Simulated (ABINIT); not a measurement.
Runs of ABINIT 10.8.3 (patched build) on ZrC. Symmetry: Fm-3m, No. 225, cubic system. Conventional cell: a = 4.730 Å, b = 4.730 Å, c = 4.730 Å, α = 90.00°, β = 90.00°, γ = 90.00°. Zr (site symmetry m-3m) is surrounded by 6 C at 2.37 Å. C (site symmetry m-3m) is surrounded by 6 Zr at 2.37 Å. 

```tsv
task	potentials or basis	cell	k mesh	cutoff (eV)	stop of the response cycle (tolvrs)	q mesh	acoustic sum rule (asr)	cell freedom (optcell)	optimiser (ionmov)	mesh quality	gap on the mesh (eV)	pressure (GPa)
phonon dispersion	PseudoDojo NC SR PBEsol v0.4.1 standard	as given	4 × 4 × 4, with 4 shifts	1007	1e-08	2 × 2 × 2	1	-	-	coarse	-	(a)
relaxation of cell and atoms	JTH PAW PBE v2.0	relaxed	8 × 8 × 8	517	-	-	-	2	2	not flagged	none	0.0
single point	PseudoDojo NC SR PBEsol v0.4.1 standard	as given	8 × 8 × 8	1007	-	-	-	-	-	not flagged	none	-8.5
single point	JTH PAW PBE v2.0	cell relaxed	8 × 8 × 8	517	-	-	-	-	-	not flagged	none	-0.1
```

Alike in all rows: level PBEsol; no spin polarisation; smearing fermi-dirac 0.05 eV.

Problem. Fill in the values left out.

Solution. (a) -8.3.

Caveats: some runs use coarse meshes; the PAW data sets were made with another functional, which shifts forces and pressure a little (some runs); the mesh is coarse for a metal's response (some runs); the cell is more than 3 GPa from zero pressure, which shifts response properties (some runs).

A k mesh can miss the band edges, and the runs leave out spin-orbit coupling on Zr.

A gap of «none» marks a metal or a gap under the smearing width.

Runs at the PBE level aren't shown here.
